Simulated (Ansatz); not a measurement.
Set up this calculation in Ansatz 0.2.0, as the native input.

```
Task                : single point
Functional          : PBE
Potentials or basis : Ansatz PAW
Cutoff              : 420 eV (not typed: the program's choice for these potentials)
k mesh              : 8 × 8 × 8
Occupations         : fermi-dirac, width 0.05 eV
Spin                : no spin polarisation
```

Crystal: InSe.

```
In Se
1.0
     2.00000    1.15470    8.44000
    -2.00000    1.15470    8.44000
     0.00000   -2.30940    8.44000
In Se
2 2
Cartesian
  0.0378 0.0269 22.5173
  -0.0315 -0.0640 -0.0407
  -0.0222 -0.0344 4.3095
  0.0283 -0.0169 9.6728
```

The cell isn't the ideal one: atoms moved at random, drawn with an rms of 0.05 Å.

The input as run:

input.yaml

```yaml
crystal:
  lattice:
    - [2.0, 1.1547005384, 8.44]
    - [-2.0, 1.1547005384, 8.44]
    - [0.0, -2.3094010768, 8.44]
  atoms:
    - { symbol: In, position: [0.902633, 0.883756, 0.881538] }
    - { symbol: In, position: [-0.018726, -0.00296, 0.01686] }
    - { symbol: Se, position: [0.159676, 0.170798, 0.18013] }
    - { symbol: Se, position: [0.386672, 0.372498, 0.386896] }
hamiltonian:
  xc: pbe
  pseudopotentials: { kind: paw }
kpoints:
  mp_grid: { grid: [8, 8, 8] }
scf:
  occupations: { method: fermi_dirac, width: 0.05 }
output:
  forces: true
  stress: true
  eigenvalues: true
```

Potentials or basis: Ansatz PAW.

Launch:

```console
$ ansatz run input.yaml --threads 2 --pin off --max-ram 5120MiB --backend cpu --events-out ev --progress --plain --runs-dir out
```

It gave:

* Pressure: 2.5 GPa
* Largest force: 0.506 eV/Å
* Band gap on the k mesh: 0.54 eV, direct

Caveat: spin-orbit coupling is left out, which moves the levels of the heavy elements.

Run time: 40 s on 2 threads of AMD EPYC 7R43 64-Core Processor (Zen 3) (shared host), peak memory 0.97 GiB.
